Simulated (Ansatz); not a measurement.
## Phases of SiNi at 30 GPa

Structure types of SiNi are relaxed in primitive cells with their symmetry kept at 30 GPa, on PAW files; LAPW relaxes the small cells further and takes the PAW cell for the others (marked *). The enthalpy is E + pV at zero temperature, without zero-point motion. Only the types listed were tried, and differences under about 5 meV/atom are mesh noise. The real phase may be another.

Computed with Ansatz 0.2.0; functional PBE, scalar-relativistic. Settings: Fermi–Dirac smearing of 0.1 eV, no spin polarisation. Methods: LAPW: all electrons, basis error target 0.5 meV/atom; PAW: frozen-core files, cutoff 420 eV.

k meshes: rocksalt 15×15×15, CsCl 15×15×15, WC 15×15×14, NiAs 11×11×7, zincblende 13×13×13.

Spin polarisation is left out, though a magnetic state may lie lower.

Task: Which type is lowest in enthalpy, and by how much?

Result: CsCl, 16 meV/atom below distorted WC. The whole table:

```
start type              ends as          a, b, c (Å)  V (Å³/atom)  H − H(lowest), LAPW (meV/atom)  same, PAW
  rocksalt      rocksalt, Fm-3m  4.507, 4.507, 4.507        11.44                           593.3      592.7
      CsCl          CsCl, Pm-3m  2.720, 2.720, 2.720        10.07                             0.0        0.0
        WC  distorted WC, P-6m2  2.585, 2.585, 3.554        10.28                            15.5       16.2
     NiAs*       NiAs, P6_3/mmc  3.344, 3.344, 4.643        11.24                           111.7      111.7
zincblende    zincblende, F-43m  4.819, 4.819, 4.819        13.99                          1373.9     1373.4
```

Task: Split the lead of CsCl over distorted WC into energy and pV.

Result: For distorted WC less CsCl: ΔE = -24.7 meV/atom, and p·ΔV = 30 GPa × +0.2148 Å³ × 6.242 meV/(GPa·Å³) = +40.2 meV/atom, together 15.5 meV/atom. CsCl wins by its smaller volume, against the internal energy.
